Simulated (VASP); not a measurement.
# Cu (Pm-3m) in VASP: notebook

Runs on Cu. Level: PBEsol. Tasks: single point, relaxation of cell and atoms.

Program: VASP 6.6.1. These are calculated values, not measurements. Logs are shortened: lines on timing, memory, paths and dates and some standing lists are left out, and cuts for length are marked.

### Step 1. Starting point

Symmetry: Pm-3m, No. 221, cubic system. Conventional cell: a = 2.359 Å, b = 2.359 Å, c = 2.359 Å, α = 90.00°, β = 90.00°, γ = 90.00°. Cu (site symmetry m-3m) is surrounded by 6 Cu at 2.36 Å.

The cell was built by a generator and needn't be a form met in nature.

### Step 2. Single point, PBEsol

Contents of INCAR:

```
SYSTEM = Cu
ALGO     = Normal         ! electronic algorithm
EDIFF    = 1E-6           ! SCF threshold, eV
ENCUT    = 520            ! plane-wave cutoff, eV
GGA      = PS             ! functional
ISIF     = 2              ! what is computed and relaxed
ISMEAR   = 0              ! smearing method
LASPH    = .True.         ! aspherical terms in the spheres
LCHARG   = .False.        ! write CHGCAR
LREAL    = .False.        ! projectors in reciprocal space
LWAVE    = .False.        ! write WAVECAR
NBANDS   = 12             ! bands
NELM     = 100            ! most SCF steps
PREC     = Accurate       ! precision mode
SIGMA    = 0.1            ! smearing width, eV
```

Contents of KPOINTS:

```
k-points
0
Gamma
  8 8 8
  0 0 0
```

Contents of POSCAR:

```
Cu
1.0
    2.3593650412      0.0000000000      0.0000000000
    0.0000000000      2.3593650412      0.0000000000
    0.0000000000      0.0000000000      2.3593650412
Cu
1
Direct
    0.0000000000      0.0000000000      0.0000000000
```

Potentials or basis: VASP PAW PBE potentials, release 64 (Cu).

The run is started by

```console
> cat potpaw_PBE.64/Cu/POTCAR > POTCAR
> mpirun -np 1 vasp_std > vasp.out
```

OUTCAR:

```text
SYSTEM = Cu
   EDIFF = 1E-6
   ENCUT = 520
   GGA = PS
   ISIF = 2
   ISMEAR = 0
   LASPH = .True.
   LREAL = .False.
   NELM = 100
   PREC = Accurate

 ion  position               nearest neighbor table
   1  0.000  0.000  0.000-

  LATTYP: Found a simple cubic cell.
 ALAT       =     2.3593650412

  Lattice vectors:

 A1 = (   2.3593650412,   0.0000000000,   0.0000000000)
 A2 = (   0.0000000000,   2.3593650412,   0.0000000000)
 A3 = (   0.0000000000,   0.0000000000,   2.3593650412)

Analysis of symmetry for initial positions (statically):
=====================================================================
 Subroutine PRICEL returns:
 Original cell was already a primitive cell.

 Routine SETGRP: Setting up the symmetry group for a
 simple cubic supercell.

 Subroutine GETGRP returns: Found 48 space group operations
 (whereof 48 operations were pure point group operations)
 out of a pool of 48 trial point group operations.

The static configuration has the point symmetry O_h .

Analysis of symmetry for dynamics (positions and initial velocities):
=====================================================================
 Subroutine PRICEL returns:
 Original cell was already a primitive cell.

 Routine SETGRP: Setting up the symmetry group for a
 simple cubic supercell.

 Subroutine GETGRP returns: Found 48 space group operations
 (whereof 48 operations were pure point group operations)
 out of a pool of 48 trial point group operations.

The dynamic configuration has the point symmetry O_h .

 Subroutine INISYM returns: Found 48 space group operations
 (whereof 48 operations are pure point group operations),
 and found     1 'primitive' translations

----------------------------------------------------------------------------------------

                                     Primitive cell

  volume of cell :      13.1336

  direct lattice vectors                    reciprocal lattice vectors
     2.359365041  0.000000000  0.000000000     0.423842849  0.000000000  0.000000000
     0.000000000  2.359365041  0.000000000     0.000000000  0.423842849  0.000000000
     0.000000000  0.000000000  2.359365041     0.000000000  0.000000000  0.423842849

  length of vectors
     2.359365041  2.359365041  2.359365041     0.423842849  0.423842849  0.423842849

  position of ions in fractional coordinates (direct lattice)
     0.000000000  0.000000000  0.000000000

  ion indices of the primitive-cell ions
   primitive index   ion index
                 1           1

----------------------------------------------------------------------------------------

 KPOINTS: k-points

Automatic generation of k-mesh.
 Grid dimensions read from file:
 generate k-points for:    8    8    8

 Generating k-lattice:

  Cartesian coordinates                     Fractional coordinates (reciprocal lattice)
     0.052980356  0.000000000  0.000000000     0.125000000  0.000000000  0.000000000
     0.000000000  0.052980356  0.000000000     0.000000000  0.125000000  0.000000000
     0.000000000  0.000000000  0.052980356     0.000000000  0.000000000  0.125000000

  Length of vectors
     0.052980356  0.052980356  0.052980356

  Shift w.r.t. Gamma in fractional coordinates (k-lattice)
     0.000000000  0.000000000  0.000000000

 Subroutine IBZKPT returns following result:
 ===========================================

 Found     35 irreducible k-points:

 Following reciprocal coordinates:
            Coordinates               Weight
  0.000000  0.000000  0.000000      1.000000
  0.125000  0.000000  0.000000      6.000000
  0.250000  0.000000  0.000000      6.000000
  0.375000  0.000000  0.000000      6.000000
  0.500000  0.000000  0.000000      3.000000
  0.125000  0.125000  0.000000     12.000000
[... 16 lines left out ...]
  0.375000  0.375000  0.125000     24.000000
  0.500000  0.375000  0.125000     24.000000
 [... further k-points ...]
   k-points           NKPTS =     35   k-points in BZ     NKDIM =     35   number of bands    NBANDS=     12
   number of dos      NEDOS =    301   number of ions     NIONS =      1
   total plane-waves  NPLWV =   5832
   dimension x,y,z NGX =    18 NGY =   18 NGZ =   18
   dimension x,y,z NGXF=    36 NGYF=   36 NGZF=   36
   ions per type =               1
   NGX,Y,Z   is equivalent  to a cutoff of  12.68, 12.68, 12.68 a.u.
   NGXF,Y,Z  is equivalent  to a cutoff of  25.37, 25.37, 25.37 a.u.
 SYSTEM =  Cu
   PREC   = accura    normal or accurate (medium, high low for compatibility)
   ISTART =      0    job   : 0-new  1-cont  2-samecut
   ICHARG =      2    charge: 1-file 2-atom 10-const
   ISPIN  =      1    spin polarized calculation?
   LNONCOLLINEAR =      F non collinear calculations
   LSORBIT =      F    spin-orbit coupling
   LASPH  =      T    aspherical Exc in radial PAW
   ENCUT  =  520.0 eV  38.22 Ry    6.18 a.u.   4.39  4.39  4.39*2*pi/ulx,y,z
   NELM   =    100;   NELMIN=  2; NELMDL= -5     # of ELM steps
   EDIFF  = 0.1E-05   stopping-criterion for ELM
   LREAL  =      F    real-space projection
   EDIFFG = 0.1E-04   stopping-criterion for IOM
   NSW    =      0    number of steps for IOM
   IBRION =     -1    ionic relax: 0-MD 1-quasi-New 2-CG
   NFREE  =      0    steps in history (QN), initial steepest desc. (CG)
   ISIF   =      2    stress and relaxation
   ISYM   =      2    0-nonsym 1-usesym 2-fastsym
   POTIM  = 0.5000    time-step for ionic-motion
   TEBEG  =    0.0;   TEEND  =   0.0 temperature during run
   PSTRESS=    0.0 pullay stress
   NELECT =      11.0000    total number of electrons
   NUPDOWN=      -1.0000    fix difference up-down
   EMIN   =  10.00;   EMAX   =-10.00  energy-range for DOS
   EFERMI =   0.00;   METHOD = LEGACY
   ISMEAR =     0;   SIGMA  =   0.10  broadening in eV -4-tet -1-fermi 0-gaus
   EFERMI_NEDOS =   21; number of points for ismear=-14 and -15
   IALGO  =     38    algorithm
   IMIX   =      4    mixing-type and parameters
     AMIX     =   0.40;   BMIX     =  1.00
     AMIX_MAG =   1.60;   BMIX_MAG =  1.00
  volume/ion in A,a.u.               =      13.13        88.63
  Fermi-wavevector in a.u.,A,eV,Ry     =   1.543159  2.916147 32.400080  2.381339
  Thomas-Fermi vector in A             =   2.648861
   LORBIT       =      0    0 simple, 1 ext, 2 COOP (PROOUT), +10 PAW based schemes
   GGA     = PS    functional components
   LHFCALC =     F    Hartree Fock is set to
   AEXX    =    0.0000 exact exchange contribution
   IVDW    =     0    specifies the selected vdW correction
   LEPSILON=     F    determine dielectric tensor
   LRPA    =     F    only Hartree local field effects (RPA)
 non-spin polarized calculation
 Gauss-broadening in eV      SIGMA  =   0.10
  energy-cutoff  :      520.00
  volume of cell :       13.13
 maximum number of plane-waves:       365
 NGX is ok and might be reduce to    18
   NGX =  9   NGY =  9   NGZ =  9

 number of electron      11.0000026 magnetization

 Free energy of the ion-electron system (eV)
  ---------------------------------------------------
  ext. energy  EPLUGINS =         0.00000000
  ---------------------------------------------------
  free energy    TOTEN  =        -3.78774615 eV

  energy without entropy =       -3.78360622  energy(sigma->0) =       -3.78567619

 E-fermi :   5.6864     XC(G=0): -12.2180

 val. band max:        5.6187177160   @ k =   0.3750   0.2500   0.1250
 cond. band min:       6.3933263078   @ k =   0.5000   0.1250   0.1250
 fundamental gap:      0.7746085918
 Fermi energy:         5.6864332042

 k-point     1 :       0.0000    0.0000    0.0000
  band No.  band energies     occupation
      1      -2.4082      2.00000
      2       1.9877      2.00000
      3       1.9877      2.00000
      4       4.7150      2.00000
      5       4.7150      2.00000
      6       4.7150      2.00000
      7      24.1528      0.00000
      8      24.1528      0.00000
      9      24.1528      0.00000
     10      27.6557      0.00000
     11      27.6557      0.00000
     12      31.7312      0.00000

 k-point     2 :       0.1250    0.0000    0.0000
  band No.  band energies     occupation
      1      -1.9693      2.00000
      2       2.0378      2.00000
      3       2.1566      2.00000
      4       4.5835      2.00000
      5       4.5835      2.00000
      6       4.7258      2.00000
      7      19.9597      0.00000
      8      24.7259      0.00000
      9      24.7259      0.00000
     10      27.8343      0.00000
     11      29.8295      0.00000
     12      34.5790      0.00000

 k-point     3 :       0.2500    0.0000    0.0000
  band No.  band energies     occupation
      1      -0.7417      2.00000
      2       2.1603      2.00000
      3       2.6337      2.00000
      4       4.2787      2.00000
      5       4.2787      2.00000
      6       4.7517      2.00000
      7      14.8623      0.00000
      8      26.3502      0.00000
      9      26.3502      0.00000
     10      28.3794      0.00000
     11      30.6127      0.00000
     12      38.5648      0.00000
[... 286 lines left out ...]
 k-point    23 :       0.3750    0.3750    0.1250
  band No.  band energies     occupation
      1       1.9358      2.00000
      2       2.7721      2.00000
      3       3.7744      2.00000
      4       3.7846      2.00000
      5       4.5287      2.00000
      6       7.1717      0.00000
      7      12.5719      0.00000
      8      16.3811      0.00000
      9      21.3272      0.00000
     10      27.7357      0.00000
     11      33.0045      0.00000
     12      35.0785      0.00000

 k-point    24 :       0.5000    0.3750    0.1250
  band No.  band energies     occupation
      1       1.8544      2.00000
      2       2.8572      2.00000
      3       3.6719      2.00000
      4       3.8132      2.00000
      5       4.8128      2.00000
      6       9.8520      0.00000
      7       9.9366      0.00000
      8      17.6903      0.00000
      9      18.2764      0.00000
     10      29.8158      0.00000
     11      30.9416      0.00000
     12      35.7809      0.00000

 [... further k-points ...]

------------------------ aborting loop because EDIFF is reached ----------------------------------------

  FORCE on cell =-STRESS in cart. coord.  units (eV):
  Direction    XX          YY          ZZ          XY          YZ          ZX
  --------------------------------------------------------------------------------------
  -------------------------------------------------------------------------------------
  Total        0.0526616      0.0526616      0.0526616      0.0000000      0.0000000      0.0000000
  in kB        6.4242010      6.4242010      6.4242010      0.0000000      0.0000000      0.0000000
  external PRESSURE =       6.4242010 kB  Pullay stress =       0.0000000 kB

 VOLUME and BASIS-vectors are now :
 -----------------------------------------------------------------------------
  energy-cutoff  :      520.00
  volume of cell :       13.13
      direct lattice vectors                 reciprocal lattice vectors
     2.359365041  0.000000000  0.000000000     0.423842849  0.000000000  0.000000000
     0.000000000  2.359365041  0.000000000     0.000000000  0.423842849  0.000000000
     0.000000000  0.000000000  2.359365041     0.000000000  0.000000000  0.423842849

 POSITION                                       TOTAL-FORCE (eV/Angst)
 -----------------------------------------------------------------------------------
      0.00000      0.00000      0.00000         0.000000      0.000000      0.000000
 -----------------------------------------------------------------------------------
    total drift:                                0.000000      0.000000      0.000000

  FREE ENERGIE OF THE ION-ELECTRON SYSTEM (eV)
  ---------------------------------------------------
  free  energy   TOTEN  =        -3.7877461528 eV

  energy  without entropy=       -3.7836062242  energy(sigma->0) =       -3.78567619
```

It took 5.4 s on 1 thread of Intel Xeon 6975P-C (Granite Rapids), shared host; peak memory 0.1 GiB.

Results:

```
Free energy            : -3.7877 eV
Pressure               : 0.6 GPa
Band gap on the k mesh : none (metal or under the smearing width)
```

Caveat: the PAW data sets were made with another functional, which shifts forces and pressure a little.

### Step 3. Relaxation of cell and atoms, PBEsol

This run uses another cell than the first one, of 11.98 Å³/atom, 0.913 times its volume.

Contents of INCAR:

```
SYSTEM = Cu
PREC = Accurate ; ENCUT = 600
EDIFF = 1E-7 ; ISMEAR = 0
SIGMA = 0.1 ; LREAL = .False.
LASPH = .True. ; NELM = 80
ALGO = Fast ; ISIF = 3
LWAVE = .False. ; LCHARG = .False.
GGA = PS ; IBRION = 2
NSW = 90 ; EDIFFG = -0.04
```

Contents of KPOINTS:

```
Automatic mesh
0
Gamma
  8 8 8
  0 0 0
```

Contents of POSCAR:

```
Cu
1.0
    2.2884509792      0.0000000000      0.0000000000
    0.0000000000      2.2884509792      0.0000000000
    0.0000000000      0.0000000000      2.2884509792
Cu
1
Direct
    0.0000000000      0.0000000000      0.0000000000
```

Potentials or basis: VASP PAW PBE potentials, release 64 (Cu).

The run is started by

```console
> cat potpaw_PBE.64/Cu/POTCAR > POTCAR
> mpirun -np 1 vasp_std > vasp.out
```

Run time: 10 s. Hardware: 1 thread of Intel Xeon 6975P-C (Granite Rapids), shared host; peak memory 0.11 GiB.

It converged, with:

```yaml
Free_energy: -3.7879 eV
Relaxed_volume: 13.21 Å³/atom
Relaxed_cell: a = 2.364 Å, b = 2.364 Å, c = 2.364 Å, α = 90.00°, β = 90.00°, γ = 90.00°
Space_group_after_relaxing_to_0.05_Å: Pm-3m (No. 221)
Energy_gained_by_relaxing: 51.8 meV/atom
Ionic_steps: 3
Pressure_after_relaxing: 0.2 GPa
Band_gap_on_the_k_mesh: none (metal or under the smearing width)
```

The path:
```
step  energy change (eV)  largest force (eV/Å)  pressure (GPa)  volume (Å³)
   1              0.0000                0.0000           15.14        11.98
   2             -0.0344                0.0000           -6.19        14.06
   3             -0.0518                0.0000            0.15        13.21
```

Final structure:
```
CELL_PARAMETERS angstrom
2.36390 0.00000 0.00000
0.00000 2.36390 0.00000
0.00000 0.00000 2.36390
ATOMIC_POSITIONS crystal
Cu 0.00000 0.00000 0.00000
```

Levels at points of the mesh, in eV from the Fermi level:
| k point | band 3 | band 4 | band 5 | band 6 | band 7 | band 8 |
| --- | --- | --- | --- | --- | --- | --- |
| (0.00, 0.00, 0.00) | -3.67 | -0.97 | -0.97 | -0.97 | 18.40 | 18.40 |
| (0.50, 0.00, 0.00) | -1.80 | -1.80 | -1.18 | -0.90 | 2.49 | 24.14 |
| (0.50, 0.50, 0.00) | -1.64 | -1.64 | -0.40 | 4.65 | 4.65 | 9.52 |
| (0.50, 0.50, 0.50) | -3.32 | -0.36 | -0.36 | 10.68 | 10.68 | 10.68 |

Caveat: the PAW data sets were made with another functional, which shifts forces and pressure a little.

(Part 1 of 2 ends here.)
